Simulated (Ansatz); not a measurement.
Theory: Ansatz, DFT PBE, scalar-relativistic, plane waves, PAW. Settings: cutoff 420 eV, Γ-centred meshes spaced at most about 0.3 Å⁻¹, and about 0.25 Å⁻¹ or finer for metals (2π included), Gaussian smearing. No spin polarisation in the final relaxations.

These are static total energies at zero pressure. All come from trial cells, and lower structures may exist.

Question: Order these relaxed structures of Al4Ni by energy, lowest first, with the energy over the lowest of them.
A.

Space group I4/mmm (No. 139). a = 7.823 Å, b = 7.823 Å, c = 2.604 Å, α = 90.00°, β = 90.00°, γ = 90.00°
| atom | site | symmetry | x | y | z |
| --- | --- | --- | --- | --- | --- |
| Al | 8i | m2m. | 0.2267 | 0.5000 | 0.5000 |
| Ni | 2b | 4/mmm | 0.0000 | 0.0000 | 0.5000 |

B.

Space group P-6m2 (No. 187). a = 2.820 Å, b = 2.820 Å, c = 21.738 Å, α = 90.00°, β = 90.00°, γ = 120.00°
```
atom  site  symmetry       x       y       z
  Al    2h       3m. 0.3333  0.6667  0.6718
  Al    2h       3m. 0.3333  0.6667  0.8901
  Al    1d      -6m2  0.3333  0.6667  0.5000
  Al    2i       3m. 0.6667  0.3333  0.7798
  Al    1e      -6m2  0.6667  0.3333  0.0000
  Ni    2i       3m. 0.6667  0.3333  0.4133
```

C.

Space group I4/m (No. 87). a = 6.160 Å, b = 6.160 Å, c = 3.868 Å, α = 90.00°, β = 90.00°, γ = 90.00°
```json
{"atom": "Al", "site": "8h", "symmetry": "m..", "x": "0.1060", "y": "0.2956", "z": "0.5000"}
{"atom": "Ni", "site": "2a", "symmetry": "4/m..", "x": "0.0000", "y": "0.0000", "z": "0.0000"}
```

Answer: A (0 meV/atom), C (27 meV/atom), B (43 meV/atom). Forms: A I4/mmm; C Al and Ni ordered on fcc sites, I4/m; B Al and Ni ordered on hcp sites, P-6m2. Counting all near atoms (those within 1.25 times the shortest distance at each site; a plus sign parts nearer from farther groups; a slash parts the counts of unlike sites): A has Al 10, Ni 10; C has Al 12, Ni 12; B has Al 12/3+9/6+6, Ni 6+6.

Trial moments died out on the coarse mesh in I4/mmm, I4/m and P-6m2; another magnetic start might hold. Cells relaxed within their symmetry can be saddle points. Some types were kept out of the candidates beforehand, so the set may lack a known form.
